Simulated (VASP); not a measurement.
# ClCs in VASP: settings compared

One molecule, ClCs, is run at these levels: PBE+TS, PBE, TPSS+TS; tasks: atomic charges, electron localisation function, single point, relaxation of the atoms.

Everything below comes from runs of VASP 6.6.1. Logs are shortened: lines on timing, memory, paths and dates and some standing lists are left out, and cuts for length are marked.

### 1 The molecule as given

The cell holds a molecule in a box, 2 atoms: a = 9.000 Å, b = 9.000 Å, c = 12.000 Å, α = 90.00°, β = 90.00°, γ = 90.00°.

### 2 Atomic charges, PBE+TS

Contents of INCAR:

```
PREC = Accurate
ENCUT = 520
EDIFF = 1E-6
ISMEAR = 0
SIGMA = 0.01
LREAL = F
LASPH = T
NELM = 100
ALGO = Fast
ISIF = 2
LWAVE = F
LCHARG = T
GGA = PE
IVDW = 2
LORBIT = 11
LELF = T
LVHAR = T
LVACPOTAV = T
```

Contents of KPOINTS:

```
Automatic mesh
0
Gamma
  1 1 1
```

Contents of POSCAR:

```
CsCl
1.0
    9.0000000000      0.0000000000      0.0000000000
    0.0000000000      9.0000000000      0.0000000000
    0.0000000000      0.0000000000     12.0000000000
Cl Cs
1 1
Direct
    0.5014444400      0.5023333300      0.3817386700
    0.5014444400      0.5023333300      0.6239280000
```

Potentials or basis: VASP PAW PBE potentials, release 64 (Cl, Cs_sv).

On the command line:

```console
$ cat potpaw_PBE.64/Cl/POTCAR potpaw_PBE.64/Cs_sv/POTCAR > POTCAR
$ mpirun -np 1 vasp_gam > vasp.out
```

OUTCAR:

```text
PREC = Accurate
   ENCUT = 520
   EDIFF = 1E-6
   ISMEAR = 0
   LREAL = F
   LASPH = T
   NELM = 100
   ISIF = 2
   GGA = PE
   IVDW = 2
   LORBIT = 11
  IVDW =   2

 ion  position               nearest neighbor table
   1  0.501  0.502  0.382-   2 2.91
   2  0.501  0.502  0.624-   1 2.91

  LATTYP: Found a simple tetragonal cell.
 ALAT       =     9.0000000000
 C/A-ratio  =     1.3333333333

  Lattice vectors:

 A1 = (   9.0000000000,   0.0000000000,   0.0000000000)
 A2 = (   0.0000000000,   9.0000000000,   0.0000000000)
 A3 = (   0.0000000000,   0.0000000000,  12.0000000000)

Analysis of symmetry for initial positions (statically):
=====================================================================
 Subroutine PRICEL returns:
 Original cell was already a primitive cell.

 Routine SETGRP: Setting up the symmetry group for a
 simple tetragonal supercell.

 Subroutine GETGRP returns: Found  8 space group operations
 (whereof  1 operations were pure point group operations)
 out of a pool of 16 trial point group operations.

The static configuration has the point symmetry C_1 .
 The point group associated with its full space group is C_4v.

Analysis of symmetry for dynamics (positions and initial velocities):
=====================================================================
 Subroutine PRICEL returns:
 Original cell was already a primitive cell.

 Routine SETGRP: Setting up the symmetry group for a
 simple tetragonal supercell.

 Subroutine GETGRP returns: Found  8 space group operations
 (whereof  1 operations were pure point group operations)
 out of a pool of 16 trial point group operations.

The dynamic configuration has the point symmetry C_1 .
 The point group associated with its full space group is C_4v.

 Subroutine INISYM returns: Found  8 space group operations
 (whereof  1 operations are pure point group operations),
 and found     1 'primitive' translations

----------------------------------------------------------------------------------------

                                     Primitive cell

  volume of cell :     972.0000

  direct lattice vectors                    reciprocal lattice vectors
     9.000000000  0.000000000  0.000000000     0.111111111  0.000000000  0.000000000
     0.000000000  9.000000000  0.000000000     0.000000000  0.111111111  0.000000000
     0.000000000  0.000000000 12.000000000     0.000000000  0.000000000  0.083333333

  length of vectors
     9.000000000  9.000000000 12.000000000     0.111111111  0.111111111  0.083333333

  position of ions in fractional coordinates (direct lattice)
     0.501444440  0.502333330  0.381738670
     0.501444440  0.502333330  0.623928000

  ion indices of the primitive-cell ions
   primitive index   ion index
                 1           1
                 2           2

----------------------------------------------------------------------------------------

 KPOINTS: Automatic mesh

Automatic generation of k-mesh.
 Grid dimensions read from file:
 generate k-points for:    1    1    1

 Generating k-lattice:

  Cartesian coordinates                     Fractional coordinates (reciprocal lattice)
     0.111111111  0.000000000  0.000000000     1.000000000  0.000000000  0.000000000
     0.000000000  0.111111111  0.000000000     0.000000000  1.000000000  0.000000000
     0.000000000  0.000000000  0.083333333     0.000000000  0.000000000  1.000000000

  Length of vectors
     0.111111111  0.111111111  0.083333333

  Shift w.r.t. Gamma in fractional coordinates (k-lattice)
     0.000000000  0.000000000  0.000000000

 Subroutine IBZKPT returns following result:
 ===========================================

 Found      1 irreducible k-points:

 Following reciprocal coordinates:
            Coordinates               Weight
  0.000000  0.000000  0.000000      1.000000
   k-points           NKPTS =      1   k-points in BZ     NKDIM =      1   number of bands    NBANDS=     12
   number of dos      NEDOS =    301   number of ions     NIONS =      2
   total plane-waves  NPLWV = 441000
   dimension x,y,z NGX =    70 NGY =   70 NGZ =   90
   dimension x,y,z NGXF=   140 NGYF=  140 NGZF=  180
   ions per type =               1   1
   NGX,Y,Z   is equivalent  to a cutoff of  12.93, 12.93, 12.47 a.u.
   NGXF,Y,Z  is equivalent  to a cutoff of  25.86, 25.86, 24.94 a.u.
 SYSTEM =  unknown system
   PREC   = accura    normal or accurate (medium, high low for compatibility)
   ISTART =      0    job   : 0-new  1-cont  2-samecut
   ICHARG =      2    charge: 1-file 2-atom 10-const
   ISPIN  =      1    spin polarized calculation?
   LNONCOLLINEAR =      F non collinear calculations
   LSORBIT =      F    spin-orbit coupling
   LASPH  =      T    aspherical Exc in radial PAW
   ENCUT  =  520.0 eV  38.22 Ry    6.18 a.u.  16.73 16.73 22.31*2*pi/ulx,y,z
   NELM   =    100;   NELMIN=  2; NELMDL= -5     # of ELM steps
   EDIFF  = 0.1E-05   stopping-criterion for ELM
   LREAL  =      F    real-space projection
   EDIFFG = 0.1E-04   stopping-criterion for IOM
   NSW    =      0    number of steps for IOM
   IBRION =     -1    ionic relax: 0-MD 1-quasi-New 2-CG
   NFREE  =      0    steps in history (QN), initial steepest desc. (CG)
   ISIF   =      2    stress and relaxation
   ISYM   =      2    0-nonsym 1-usesym 2-fastsym
   POTIM  = 0.5000    time-step for ionic-motion
   TEBEG  =    0.0;   TEEND  =   0.0 temperature during run
   PSTRESS=    0.0 pullay stress
   NELECT =      16.0000    total number of electrons
   NUPDOWN=      -1.0000    fix difference up-down
   EMIN   =  10.00;   EMAX   =-10.00  energy-range for DOS
   EFERMI =   0.00;   METHOD = LEGACY
   ISMEAR =     0;   SIGMA  =   0.01  broadening in eV -4-tet -1-fermi 0-gaus
   EFERMI_NEDOS =   21; number of points for ismear=-14 and -15
   IALGO  =     68    algorithm
   IMIX   =      4    mixing-type and parameters
     AMIX     =   0.40;   BMIX     =  1.00
     AMIX_MAG =   1.60;   BMIX_MAG =  1.00
  volume/ion in A,a.u.               =     486.00      3279.69
  Fermi-wavevector in a.u.,A,eV,Ry     =   0.416447  0.786970  2.359629  0.173428
  Thomas-Fermi vector in A             =   1.376048
   LORBIT       =     11    0 simple, 1 ext, 2 COOP (PROOUT), +10 PAW based schemes
   GGA     = PE    functional components
   LHFCALC =     F    Hartree Fock is set to
   AEXX    =    0.0000 exact exchange contribution
   IVDW    =     2    specifies the selected vdW correction
   LEPSILON=     F    determine dielectric tensor
   LRPA    =     F    only Hartree local field effects (RPA)
 non-spin polarized calculation
 RMM-DIIS sequential band-by-band and
 Gauss-broadening in eV      SIGMA  =   0.01
  energy-cutoff  :      520.00
  volume of cell :      972.00
 maximum number of plane-waves:     13093
 NGX is ok and might be reduce to    70
   NGX = 33   NGY = 33   NGZ = 45

 number of electron      16.0000000 magnetization

 Free energy of the ion-electron system (eV)
  ---------------------------------------------------
  ext. energy  EPLUGINS =         0.00000000
  ---------------------------------------------------
  free energy    TOTEN  =        -4.97287457 eV

  energy without entropy =       -4.97287457  energy(sigma->0) =       -4.97287457

 E-fermi :  -4.3718     XC(G=0):  -1.2941

 val. band max:       -4.4734207189   @ k =   0.0000   0.0000   0.0000
 cond. band min:      -1.2816331737   @ k =   0.0000   0.0000   0.0000
 fundamental gap:      3.1917875452
 Fermi energy:        -4.3718202503

 k-point     1 :       0.0000    0.0000    0.0000
  band No.  band energies     occupation
      1     -26.0043      2.00000
      2     -16.2697      2.00000
      3     -12.8970      2.00000
      4     -12.8970      2.00000
      5     -12.5774      2.00000
      6      -4.5507      2.00000
      7      -4.4734      2.00000
      8      -4.4734      2.00000
      9      -1.2816      0.00000
     10       0.2231      0.00000
     11       0.2354      0.00000
     12       0.8600      0.00000

------------------------ aborting loop because EDIFF is reached ----------------------------------------

  Hirshfeld charges:
            ion         q(e)
   ------------------------------
      1     Cl      -0.59331096
      2     Cs       0.59331096

  Tkatchenko/Scheffler method for vdW energy calculation

  Number of pair interactions contributing to vdW energy:    1620

  Edisp (eV):   -0.01876

  FORCE on cell =-STRESS in cart. coord.  units (eV):
  Direction    XX          YY          ZZ          XY          YZ          ZX
  --------------------------------------------------------------------------------------
  -------------------------------------------------------------------------------------
  Total       0.15361     0.15361    -0.15106     0.00000     0.00000     0.00000
  in kB       0.25320     0.25320    -0.24900     0.00000     0.00000     0.00000
  external pressure =        0.09 kB  Pullay stress =        0.00 kB

 VOLUME and BASIS-vectors are now :
 -----------------------------------------------------------------------------
  energy-cutoff  :      520.00
  volume of cell :      972.00
      direct lattice vectors                 reciprocal lattice vectors
     9.000000000  0.000000000  0.000000000     0.111111111  0.000000000  0.000000000
     0.000000000  9.000000000  0.000000000     0.000000000  0.111111111  0.000000000
     0.000000000  0.000000000 12.000000000     0.000000000  0.000000000  0.083333333

 POSITION                                       TOTAL-FORCE (eV/Angst)
 -----------------------------------------------------------------------------------
      4.51300      4.52100      4.58086         0.000000     -0.000000     -0.097820
      4.51300      4.52100      7.48714         0.000000      0.000000      0.097820
 -----------------------------------------------------------------------------------
    total drift:                                0.000019      0.000019      0.000973

  FREE ENERGIE OF THE ION-ELECTRON SYSTEM (eV)
  ---------------------------------------------------
  free  energy   TOTEN  =        -4.9916372404 eV

  energy  without entropy=       -4.9916372404  energy(sigma->0) =       -4.99163724

 total charge

# of ion       s       p       d       tot
------------------------------------------
    1        1.594   3.530   0.000   5.123
    2        1.833   4.682   0.054   6.569
--------------------------------------------------
tot          3.427   8.211   0.054  11.692
```

It took 1.7 min on 1 thread of Intel Xeon Platinum 8488C (Sapphire Rapids), shared host; peak memory 0.83 GiB.

What came out:

```
Free energy                                           : -4.9916 eV
Largest force                                         : 0.098 eV/Å
Gap between the frontier levels                       : 3.19 eV
Valence electrons inside the program's atomic spheres : Cl 5.12; Cs 6.57
Hirshfeld charges                                     : Cl -0.59; Cs +0.59 e
Dispersion energy per atom                            : -0.009 eV
```

Forces on the atoms (eV/Å):
```
Cl   0.000  0.000 -0.098
Cs   0.000  0.000  0.098
```

Caveat: spin-orbit coupling is left out, which moves the levels of the heavy elements. A hybrid or GW would open this gap; PBE tends to underestimate it.

### 3 Electron localisation function, PBE

Contents of INCAR:

```
ALGO     = Fast           # electronic algorithm
EDIFF    = 1E-7           # SCF threshold, eV
ENCUT    = 520            # plane-wave cutoff, eV
GGA      = PE             # functional
ISIF     = 2              # what is computed and relaxed
ISMEAR   = 0              # smearing method
LASPH    = T              # aspherical terms in the spheres
LCHARG   = T              # write CHGCAR
LELF     = T              # ELF
LREAL    = F              # projectors in reciprocal space
LWAVE    = F              # write WAVECAR
NELM     = 100            # most SCF steps
PREC     = Accurate       # precision mode
SIGMA    = 0.01           # smearing width, eV
```

Contents of KPOINTS:

```
k-points
0
Gamma
  1 1 1
```

POSCAR is that of step 2.

Potentials or basis: VASP PAW PBE potentials, release 64 (Cl, Cs_sv).

On the command line:

```console
$ cat potpaw_PBE.64/Cl/POTCAR potpaw_PBE.64/Cs_sv/POTCAR > POTCAR
$ mpirun -np 1 vasp_gam > vasp.out
```

It took 1.8 min on 1 thread of Intel Xeon Platinum 8488C (Sapphire Rapids), shared host; peak memory 0.83 GiB.

It converged, with:

```
Free energy                     : -4.9729 eV
Largest force                   : 0.053 eV/Å
Gap between the frontier levels : 3.19 eV
```

Forces in eV/Å, atoms in the order of the input:
```
Cl   0.000  0.000 -0.053
Cs   0.000  0.000  0.053
```

Levels at points of the mesh, in eV from the valence-band top:
```tsv
k point	band 6	band 7	band 8	band 9	band 10	band 11
(0.00, 0.00, 0.00)	-0.08	0.00	0.00	3.19	4.70	4.71
```

Caveat: spin-orbit coupling is left out, which moves the levels of the heavy elements.

### 4 Single point, TPSS+TS

Contents of INCAR:

```
SYSTEM = CsCl
PREC = Accurate
ENCUT = 520
EDIFF = 1E-6
ISMEAR = 0
SIGMA = 0.01
LREAL = .FALSE.
LASPH = .TRUE.
NELM = 100
ALGO = Normal
ISIF = 2
LWAVE = .FALSE.
LCHARG = .FALSE.
METAGGA = TPSS
LMIXTAU = .TRUE.
IVDW = 2
NBANDS = 15
```

Contents of KPOINTS:

```
Automatic mesh
0
G
  1 1 1
  0 0 0
```

Contents of POSCAR:

```
CsCl
1.0
    9.0000000000      0.0000000000      0.0000000000
    0.0000000000      9.0000000000      0.0000000000
    0.0000000000      0.0000000000     12.0000000000
Cl Cs
1 1
Cartesian
    4.5129999600      4.5209999700      4.5808640400
    4.5129999600      4.5209999700      7.4871360000
```

On the command line:

```console
$ cat potpaw_PBE.64/Cl/POTCAR potpaw_PBE.64/Cs_sv/POTCAR > POTCAR
$ mpirun -np 1 vasp_gam > vasp.out
```

It took 4.1 min on 1 thread of Intel Xeon Platinum 8488C (Sapphire Rapids), shared host; peak memory 0.91 GiB.

It converged, with:

| Quantity | Value |
| --- | --- |
| Free energy | -18.6167 eV |
| Largest force | 0.236 eV/Å |
| Gap between the frontier levels | 3.36 eV |
| Hirshfeld charges | Cl -0.61; Cs +0.61 e |
| Dispersion energy per atom | -0.029 eV |

Forces in eV/Å, atoms in the order of the input:
```
Cl   0.000  0.000 -0.236
Cs   0.000  0.000  0.236
```

Levels at points of the mesh, in eV from the valence-band top:
| k point | band 5 | band 6 | band 7 | band 8 | band 9 | band 10 | band 11 | band 12 |
| --- | --- | --- | --- | --- | --- | --- | --- | --- |
| (0.00, 0.00, 0.00) | -8.20 | -0.08 | 0.00 | 0.00 | 3.36 | 4.83 | 4.83 | 5.11 |

Caveat: the PAW data sets were made with another functional, which shifts forces and pressure a little; spin-orbit coupling is left out, which moves the levels of the heavy elements.

### 5 Relaxation of the atoms, PBE+TS

Contents of INCAR:

```
SYSTEM = CsCl
PREC     = Accurate       ! precision mode
ENCUT    = 520            ! plane-wave cutoff, eV
EDIFF    = 1E-6           ! SCF threshold, eV
ISMEAR   = 0              ! smearing method
SIGMA    = 0.01           ! smearing width, eV
LREAL    = .FALSE.        ! projectors in reciprocal space
LASPH    = .TRUE.         ! aspherical terms in the spheres
NELM     = 100            ! most SCF steps
ALGO     = Normal         ! electronic algorithm
ISIF     = 2              ! what is computed and relaxed
LWAVE    = .FALSE.        ! write WAVECAR
LCHARG   = .FALSE.        ! write CHGCAR
GGA      = PE             ! functional
IVDW     = 2              ! dispersion correction
IBRION   = 2              ! ionic algorithm
NSW      = 40             ! ionic steps
EDIFFG   = -0.01          ! ionic threshold
```

KPOINTS is that of step 4.

Contents of POSCAR:

```
CsCl
1.0
    9.0000000000      0.0000000000      0.0000000000
    0.0000000000      9.0000000000      0.0000000000
    0.0000000000      0.0000000000     12.0000000000
Cl Cs
1 1
Direct
    0.5014444400      0.5023333300      0.3817386700
    0.5014444400      0.5023333300      0.6239280000
```

On the command line:

```console
$ cat potpaw_PBE.64/Cl/POTCAR potpaw_PBE.64/Cs_sv/POTCAR > POTCAR
$ mpirun -np 1 vasp_gam > vasp.out
```

Wall time 2.2 min (1 thread of Intel Xeon Platinum 8488C (Sapphire Rapids), shared host); peak memory 0.88 GiB.

It converged, with:

```
Free energy                     : -4.9927 eV
Energy gained by relaxing       : 0.5 meV/atom
Ionic steps                     : 3
Gap between the frontier levels : 3.14 eV
Hirshfeld charges               : Cl -0.60; Cs +0.60 e
Dispersion energy per atom      : -0.010 eV
```

Forces in eV/Å, atoms in the order of the input:
```
Cl   0.000  0.000 -0.003
Cs   0.000  0.000  0.003
```

Step by step:
| step | energy change (eV) | largest force (eV/Å) | pressure (GPa) |
| --- | --- | --- | --- |
| 1 | 0.0000 | 0.0972 | 0.01 |
| 2 | -0.0007 | 0.0570 | 0.00 |
| 3 | -0.0010 | 0.0026 | -0.01 |

Final structure:
```yaml
crystal:
  lattice:
    - [9.00000, 0.00000, 0.00000]
    - [0.00000, 9.00000, 0.00000]
    - [0.00000, 0.00000, 12.00000]
  atoms:
    - { symbol: Cl, position: [0.50144, 0.50233, 0.38079] }
    - { symbol: Cs, position: [0.50144, 0.50233, 0.62487] }
```

Levels at points of the mesh, in eV from the valence-band top:
| k point | band 5 | band 6 | band 7 | band 8 | band 9 | band 10 | band 11 | band 12 |
| --- | --- | --- | --- | --- | --- | --- | --- | --- |
| (0.00, 0.00, 0.00) | -8.18 | -0.09 | 0.00 | 0.00 | 3.14 | 4.64 | 4.66 | 4.92 |

Caveat: spin-orbit coupling is left out, which moves the levels of the heavy elements. A hybrid or GW would open this gap; PBE tends to underestimate it.

### 6 Overview

| task | level | cell | gap on the mesh (eV) | largest force (eV/Å) |
| --- | --- | --- | --- | --- |
| atomic charges | PBE+TS | as given | 3.19 | 0.10 |
| electron localisation function | PBE | as given | 3.19 | 0.05 |
| single point | TPSS+TS | as given | 3.36 | 0.24 |
| relaxation of the atoms | PBE+TS | atoms relaxed | 3.14 | - |

Alike in all rows: potentials or basis VASP PAW PBE potentials, release 64 (Cl, Cs_sv); no spin polarisation; k mesh 1 × 1 × 1; cutoff (eV) 520; smearing gaussian 0.01 eV.

On the cell as given the gap runs from 3.19 eV (PBE) to 3.36 eV (TPSS+TS).

Caveats: spin-orbit coupling is left out, which moves the levels of the heavy elements; the PAW data sets were made with another functional, which shifts forces and pressure a little (some runs).

Absolute energies hang on the potentials; compare differences alone.
